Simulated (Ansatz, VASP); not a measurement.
**BAs2 in VASP and in Ansatz**

```
CELL_PARAMETERS angstrom
3.32898 0.00000 0.00000
-1.66449 2.88298 0.00000
0.00000 0.00000 4.69381
ATOMIC_POSITIONS crystal
B 0.00000 0.00000 0.00000
As 0.33333 0.66667 0.25843
As 0.66667 0.33333 0.74157
```

Change from the starting cell: species swapped into the FeI2 type (P-3m1, No. 164).

Alike in both runs: functional PBE; k mesh 18 × 18 × 10; occupations gaussian, width 0.1 eV; no spin polarisation.

Ansatz relaxed the structure, and its values are those at the end. VASP's run is a single point on that final structure, the one shown.

|  | VASP | Ansatz |
| --- | --- | --- |
| version | VASP 6.6.1 | Ansatz 0.2.0 |
| potentials or method | VASP PAW PBE potentials, release 64 (B, As) | scalar-relativistic, plane waves, PAW |
| plane-wave cutoff (eV) | 520 | 420 |
| valence electrons in the cell | 13 | 33 |

```csv
,VASP,Ansatz,Ansatz less VASP
gap on the k mesh at the Fermi level (eV),none,none,-
pressure (GPa),0.3,0.0,-0.26
rms of the force components (eV/Å),0.013,0.000,-0.0124
```

A gap of «none» marks a metal or a gap that the smearing closes. The two sets of potentials don't hold the same shells in valence.
